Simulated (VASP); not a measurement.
HfN, 8 atoms in the cell. Symmetry: Fm-3m, No. 225, cubic system. The conventional cell has a = 4.512 Å, b = 4.512 Å, c = 4.512 Å, α = 90.00°, β = 90.00°, γ = 90.00°. Around Hf (site symmetry m-3m) lie 6 N at 2.26 Å. Around N (site symmetry m-3m) lie 6 Hf at 2.26 Å. 

```yaml
Program: VASP 6.6.1
Task: density of states
Functional: PBE
Dispersion: rVV10
Potentials_or_basis: VASP PAW PBE potentials, release 64 (Hf_sv_GW, N_GW)
Cutoff: 550 eV
k_mesh: 6 × 6 × 6
Occupations: gaussian, width 0.05 eV
Spin: no spin polarisation
k_mesh_for_the_DOS: 9 × 9 × 9
Further_INCAR_settings: ALGO = Fast; EDIFF = 1e-06; NBANDS = 44
```

Potentials or basis: VASP PAW PBE potentials, release 64 (Hf_sv_GW, N_GW).

Command:

```sh
$ ase convert -i cif -o vasp HfN.cif POSCAR
$ cat potpaw_PBE.64/Hf_sv_GW/POTCAR potpaw_PBE.64/N_GW/POTCAR > POTCAR
$ cp INCAR.step1 INCAR
$ cp KPOINTS.step1 KPOINTS
$ mpirun -np 1 vasp_std > vasp.out
$ cp INCAR.step2 INCAR
$ cp KPOINTS.step2 KPOINTS
$ mpirun -np 1 vasp_std > vasp.out
```

Hardware: 1 thread of Intel(R) Xeon(R) Platinum 8559C (Emerald Rapids), with other jobs on the host.

Problem. How long does it take, and how much memory?

Solution. Run time: 4.4 min on 1 thread of Intel(R) Xeon(R) Platinum 8559C (Emerald Rapids) (shared host), peak memory 0.44 GiB. Counts: scf iterations 11, k points 35.
